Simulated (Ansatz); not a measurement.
**ZrC in Ansatz: convergence with k mesh**

Input of the first run (k mesh 3 × 3 × 2); the others differ in this setting and in those tied to it:

Contents of input.yaml:

```yaml
crystal:
  lattice:
    - [3.3914762718, 0.0, 0.0]
    - [-1.6957381359, 2.9371046077, 0.0]
    - [0.0, 0.0, 5.290053]
  atoms:
    - { symbol: Zr, position: [0.656496, 0.336175, 0.745777] }
    - { symbol: Zr, position: [0.353429, 0.681477, 0.253385] }
    - { symbol: C, position: [-0.010682, -0.00857, 0.501031] }
    - { symbol: C, position: [0.001904, -0.009158, -0.002429] }
hamiltonian:
  xc: pbesol
  pseudopotentials: { kind: paw, level: accurate }
  hubbard: { sites: [{ species: Zr, l: d, u_eff: 5.3 }] }
kpoints:
  mp_grid: { grid: [3, 3, 2] }
scf:
  occupations: { method: cold, width: 0.1 }
output:
  forces: true
  stress: true
  eigenvalues: true
```

Potentials or basis: Ansatz PAW earlier set.

Run with:

```bash
$ ansatz run input.yaml --threads 2 --pin off --max-ram 5632MiB --backend cpu --events-out ev --progress --plain --runs-dir out
```

The cell isn't the ideal one: atoms moved at random, drawn with an rms of 0.05 Å.

The cell comes from a database or a generator and needn't be the stable form of this composition.

Hardware: 2 threads of Arm Neoverse V2 (shared host).

**Question.** The values tried are 3 × 3 × 2, 4 × 4 × 2, 4 × 4 × 3, 5 × 5 × 3, 7 × 7 × 4, 8 × 8 × 5, 10 × 10 × 6, 12 × 12 × 7, 15 × 15 × 8, loosest first. From which on does the largest force stay within 0.005 eV/Å of the tightest run that finished?

**Answer.** From 12 × 12 × 7 on.

```tsv
k mesh	energy less the tightest run, at zero smearing (meV/atom)	pressure (GPa)	largest force (eV/Å)	SCF cycles	CPU time (s)	peak memory (GiB)
3 × 3 × 2	-16.27	-0.58	1.049	9	5.2	0.36
4 × 4 × 2	-43.91	-1.17	1.376	9	8.2	0.4
4 × 4 × 3	-12.18	-0.62	1.347	9	11	0.42
5 × 5 × 3	-8.65	-0.42	1.322	9	17	0.46
7 × 7 × 4	-1.00	-0.35	1.308	9	41	0.67
8 × 8 × 5	2.91	-0.29	1.303	9	65	0.89
10 × 10 × 6	2.72	-0.33	1.298	9	120	1.4
12 × 12 × 7	1.26	-0.37	1.316	9	200	2.1
15 × 15 × 8	0.00	-0.40	1.320	9	370	3.4
```

Against the tightest run, the pressure stays within 0.1 GPa from 10 × 10 × 6 on. Not settled before the last step: the energy (to 1 meV/atom). Meshes of other sizes hit other points, so gaps and Fermi surfaces needn't settle smoothly. The tightest run that finished is the yardstick and may itself not be fully converged.

Caveat, for the tightest run too: U without spin polarisation on a metal has little footing; the PAW data sets come from PBE, with cores solved anew for the run's functional, which leaves a small shift of forces and pressure; the U is typed as a test and isn't derived for this compound.
